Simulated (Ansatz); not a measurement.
Input of an Ansatz 0.2.0 run:

input.yaml

```yaml
crystal:
  lattice:
    - [3.5182, 0.0, 0.0]
    - [-1.7591, 3.0468505756, 0.0]
    - [0.0, 0.0, 13.9736]
  atoms:
    - { symbol: Te, position: [0.6666666667, 0.3333333333, 0.379] }
    - { symbol: Te, position: [0.3333333333, 0.6666666667, 0.879] }
    - { symbol: Te, position: [0.6666666667, 0.3333333333, 0.121] }
    - { symbol: Te, position: [0.3333333333, 0.6666666667, 0.621] }
    - { symbol: Mo, position: [0.6666666667, 0.3333333333, 0.75] }
    - { symbol: Mo, position: [0.3333333333, 0.6666666667, 0.25] }
hamiltonian:
  xc: revpbe
  pseudopotentials: { kind: paw }
  dispersion: d4
kpoints:
  mp_grid: { grid: [9, 9, 2] }
scf:
  occupations: { method: fermi_dirac, width: 0.05 }
output:
  forces: true
  stress: true
relax:
  f_tol: 0.01
  max_steps: 40
  cell: { stress_tol: 0.05 }
```

Potentials or basis: Ansatz PAW.

Run with:

```console
$ ansatz run input.yaml --threads 2 --pin off --max-ram 5632MiB --backend cpu --events-out ev --progress --plain --runs-dir out
```

(1) Predict the relaxed cell.

(2) Estimate the relaxed volume.

## Answers

(1) a = 3.485 Å, b = 3.485 Å, c = 13.558 Å, α = 90.00°, β = 90.00°, γ = 120.00°.

(2) 23.77 Å³/atom.

Caveat: the PAW data sets come from PBE, with cores solved anew for the run's functional, which leaves a small shift of forces and pressure.
